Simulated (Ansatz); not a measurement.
Co (P-3m1): spin–orbit coupling in one pass over the collinear state, moments along [001]

Theory: DFT, PBE, all-electron LAPW, Dirac equation with spin-orbit coupling in Ansatz 0.2.0.

Command: `ansatz run input.yaml --threads 3 --pin off --max-ram 6144MiB --backend cpu --events-out ev --progress --plain --runs-dir out`

The folder start holds the state saved by an earlier run of the same cell (collinear, scalar-relativistic); this run solves the spinor bands once in its potential and doesn't iterate.

```yaml
crystal:
  lattice:
    - [2.4873648738, 0.0, 0.0]
    - [-1.2436824369, 2.1541211692, 0.0]
    - [0.0, 0.0, 4.0632895034]
  atoms:
    - { symbol: Co, position: [0.6666666667, 0.3333333333, 0.259861], spin: 1.7, spin_axis: [0.0, 0.0, 1.0] }
    - { symbol: Co, position: [0.3333333333, 0.6666666667, 0.740139], spin: 1.7, spin_axis: [0.0, 0.0, 1.0] }
magnetization:
  noncollinear: true
  spin_orbit: true
kpoints:
  mp_grid: { grid: [11, 11, 6] }
scf:
  occupations: { method: fermi_dirac, width: 0.1 }
  lower_state_search: "off"
hamiltonian:
  xc: pbe
  pseudopotentials: { kind: all_electron, lapw: { basis_error: 2.5e-05 } }
output:
  eigenvalues: false
  hubbard: { sites: [{ species: Co, l: d }] }
checkpoint:
  read: start
  post_process_only: true
```

Log:

```
Warning: checkpoint.read: spin treatment differs: saved collinear, current noncollinear; the saved charge density seeds this run and the saved magnetisation is carried along the axis that this deck's starting moments share; the saved density holds an absolute magnetisation of 3.4e0 μB; saved orbitals and DFT+U occupations are not carried
Warning: checkpoint.read: magnetization.spin_orbit differs: this deck has the coupling, and the saved state was converged under scalar relativity for Co (and on the j-weighted average for any other species). The pass solves this deck's Hamiltonian once at the saved density, which is not self-consistent under the coupling. Its levels lack that density's response to the spin–orbit term and to the ch …
settings of this run that can trade accuracy for cost: output.eigenvalues: false. Do not mix this run's numbers with those of runs without the same settings; the input reference describes each key
Co: projections on atomic orbitals take those of the free atom 1s2 2s2 2p6 3s2 3p6 3d7 4s2, of charge +0.00 (hamiltonian.pseudopotentials.projection_atoms)
LAPW: plane waves up to 11.102 Å⁻¹, error target 2.5e-5 eV per atom; Dirac's equation on spinors; Co in spheres of 1.211 Å, 17 of its electrons in bands (how accurate: hamiltonian.pseudopotentials.lapw.basis_error, Limitations)
Engine: ansatz 0.2.0
Pseudopotentials: kind: all_electron
Pseudopotential: Co, LAPW, valence charge 17, lapw/all_electron/dirac/gaussian/Co, Dirac's equation, gaussian nucleus
Functional definition: PBE
  parameter kappa = 0.804
  parameter beta = 0.06672455060314922
  exchange = pbe_x(kappa = kappa, mu = beta*pi^2/3)
  correlation = pbe_c(beta = beta)
Crystal: 2 atoms, lattice volume = 21.771 Å³
Basis set: ecut = 469.5644765687419 eV, 525 PW (Γ), exchange–correlation at level 2
Bands: 42, of which v1, the nominal top of the filled ones, is band 34 counted from 1 (33 counted from 0)
Symmetry: 6 space group operations + 6 with time reversal
Magnetic group: BNS 164.89 (UNI 1319), of the structure as read, at distance tolerance 2.8e-5 Å
k-points: 84 of 726 (time reversal used)
Non-local potential: Co, projectors of the file, none
Initial density: read from a saved state, or passed on in memory by an earlier SCF of this step, an earlier step, the calling program or the single point that the run made first
Starting moments: Σ|m| = 3.4 μB on 2 of 2 sites; this step starts from the density that it was given
Initial wavefunctions: plane waves of lowest kinetic energy (no species holds an atomic orbital)
Functional: x = pbe(κ = 0.804, μ = 0.2195149727645171), c = pbe(β = 0.06672455060314922)
NSCF: frozen V_eff on 84 k-points
the basis was enlarged: its passes take 21.4 MiB over the memory plan, 3 of 3 planned eigensolver slots
SCF 1: post-processed at a frozen density that is not taken as self-consistent under this run
post-processed at a frozen density that is not taken as self-consistent under this run (a non-self-consistent diagonalisation pass)
Frozen density: not held to its close: it was read across a difference from the run that saved it, as the warnings at the start of the run say
Magnetization: |M| = 3.1608 μB,  M = (+0.0000, +0.0000, +3.1608) μB
Absolute magnetization: 3.5046 μB (∫|m|)
  site 0: m = (+0.0000, +0.0000, +1.6443) μB, |m| = 1.6443 μB  (R = 1.21 Å)
  site 1: m = (+0.0000, +0.0000, +1.6443) μB, |m| = 1.6443 μB  (R = 1.21 Å)
Free energy (F): -75836.987702 eV
Harris-Foulkes:  -75836.987765 eV  (|F-HF|=6.26e-5)
Internal energy: -75836.931959 eV  (E = F + TS)
E sigma→0 (E₀):  -75836.959830 eV
Entropy (-TS):   -0.055743 eV (-27.872 meV/atom)
Fermi energy:    19.049470 eV
--- Per-component energies (eV) ---
  E_band       = -477.079984
  E_kinetic    = 76974.213955
  E_xc         = -3249.837227
  E_electrostatic = -149561.308688  (all electrons and nuclei)
  E_smearing   = -0.055743  (= −TS)
  E_closure    = 0.000000  (closes the sum)
  E_atoms      = -75820.380665  (free atoms, spherical and without spin; not in F)
  Σ components = -75836.987702   (vs F -75836.987702, Δ=0.00e0)
--- Occupation matrices: 2 shells (Löwdin-built; ε = 2.00e-2, provisional) ---
  Co0 d_3D: site group C3v (3m)
  Co0 d_3D spinor Tr n = 7.8285  λ = 0.583 0.585 0.621 0.631 0.646 0.945 0.946 0.952 0.958 0.961  [2× xz 0.30 E1/2(0.50) | 3× z2 0.33 E1/2(0.67) | 5× xz 0.20 E1/2(0.60)]
  Co1 d_3D: site group C3v (3m)
  Co1 d_3D spinor Tr n = 7.8285  λ = 0.583 0.585 0.621 0.631 0.646 0.945 0.946 0.952 0.958 0.961  [2× xz 0.30 E1/2(0.50) | 3× z2 0.33 E1/2(0.67) | 5× xz 0.20 E1/2(0.60)]
  Tr n, λ and their labels are of the run-group-symmetrised matrices; stabiliser: 12 of 24 elements of G0×{1,Θ} (closed), max defect 3.1e-15 at τ = 4.2e-3
settings of this run that can trade accuracy for cost: output.eigenvalues: false. Do not mix this run's numbers with those of runs without the same settings; the input reference describes each key
```

occupations.tsv:

```
# site	symbol	l	channel	k	occupation	cluster	real_ylm_label	real_ylm_weight	cubic_label	cubic_weight	pseudocubic_irrep	site_irrep	w_site_irrep	cell_site_irrep	w_cell_site_irrep
# projection_atom_Co: 1s2 2s2 2p6 3s2 3p6 3d7 4s2
# site_irrep/w_site_irrep = the cluster's dominant irrep under the shell's site group (Mulliken, in the setting of the per-shell frame z, x; double-valued rows on a spinor block under rep=spin_orbital) and its weight, the cluster's purity; - without a site group
# cell_site_irrep/w_cell_site_irrep = the same under the site's group on the run's cell, the crystal's operations that keep its lattice, with its own per-shell comment where it differs; - as there, and where that group is no smaller or either group is refused
# basis = Löwdin-built
# labels = run-group-symmetrised matrices
# epsilon = 0.02 provisional = true under_converged = false
# stabiliser = 12/24 closed max_defect = 3.1463e-15 tolerance = 0.0042426
# site 0 Co l=2_3D: orbit=0, site group C3v (3m), |G|=6, z=[0.000000, 0.000000, 1.000000], x=[0.866025, -0.500000, 0.000000], rep=spin_orbital
0	Co	2_3D	spinor	0	0.583261	0	xz	0.2971	xz	0.2971	-	E1/2	0.5000	-	-
0	Co	2_3D	spinor	1	0.585455	0	xz	0.2971	xz	0.2971	-	E1/2	0.5000	-	-
0	Co	2_3D	spinor	2	0.621134	1	z2	0.3333	z2	0.3333	-	E1/2	0.6667	-	-
0	Co	2_3D	spinor	3	0.631334	1	z2	0.3333	z2	0.3333	-	E1/2	0.6667	-	-
0	Co	2_3D	spinor	4	0.645939	1	z2	0.3333	z2	0.3333	-	E1/2	0.6667	-	-
0	Co	2_3D	spinor	5	0.945213	2	xz	0.2000	xz	0.2000	-	E1/2	0.6000	-	-
0	Co	2_3D	spinor	6	0.945592	2	xz	0.2000	xz	0.2000	-	E1/2	0.6000	-	-
0	Co	2_3D	spinor	7	0.951533	2	xz	0.2000	xz	0.2000	-	E1/2	0.6000	-	-
0	Co	2_3D	spinor	8	0.958155	2	xz	0.2000	xz	0.2000	-	E1/2	0.6000	-	-
0	Co	2_3D	spinor	9	0.960912	2	xz	0.2000	xz	0.2000	-	E1/2	0.6000	-	-
# Tr n = 7.828528
# site 1 Co l=2_3D: orbit=0, site group C3v (3m), |G|=6, z=[0.000000, 0.000000, -1.000000], x=[0.000000, -1.000000, 0.000000], rep=spin_orbital
1	Co	2_3D	spinor	0	0.583261	0	xz	0.2971	xz	0.2971	-	E1/2	0.5000	-	-
1	Co	2_3D	spinor	1	0.585455	0	xz	0.2971	xz	0.2971	-	E1/2	0.5000	-	-
1	Co	2_3D	spinor	2	0.621134	1	z2	0.3333	z2	0.3333	-	E1/2	0.6667	-	-
1	Co	2_3D	spinor	3	0.631334	1	z2	0.3333	z2	0.3333	-	E1/2	0.6667	-	-
1	Co	2_3D	spinor	4	0.645939	1	z2	0.3333	z2	0.3333	-	E1/2	0.6667	-	-
1	Co	2_3D	spinor	5	0.945213	2	xz	0.2000	xz	0.2000	-	E1/2	0.6000	-	-
1	Co	2_3D	spinor	6	0.945592	2	xz	0.2000	xz	0.2000	-	E1/2	0.6000	-	-
1	Co	2_3D	spinor	7	0.951533	2	xz	0.2000	xz	0.2000	-	E1/2	0.6000	-	-
1	Co	2_3D	spinor	8	0.958155	2	xz	0.2000	xz	0.2000	-	E1/2	0.6000	-	-
1	Co	2_3D	spinor	9	0.960912	2	xz	0.2000	xz	0.2000	-	E1/2	0.6000	-	-
# Tr n = 7.828528
```

Site moments (μB): Co1 (0.00, 0.00, 1.64); Co2 (0.00, 0.00, 1.64). Cell moment 3.16 μB.

The Ansatz runs typed with the search for lower states off end where their start leads. The magnetic state is the one that this cell and start allow. It needn't be the compound's measured order, which may need a larger cell or be absent.

It took 39 s on 3 threads of Arm Neoverse V1, on a shared host, peak memory 1.1 GiB.
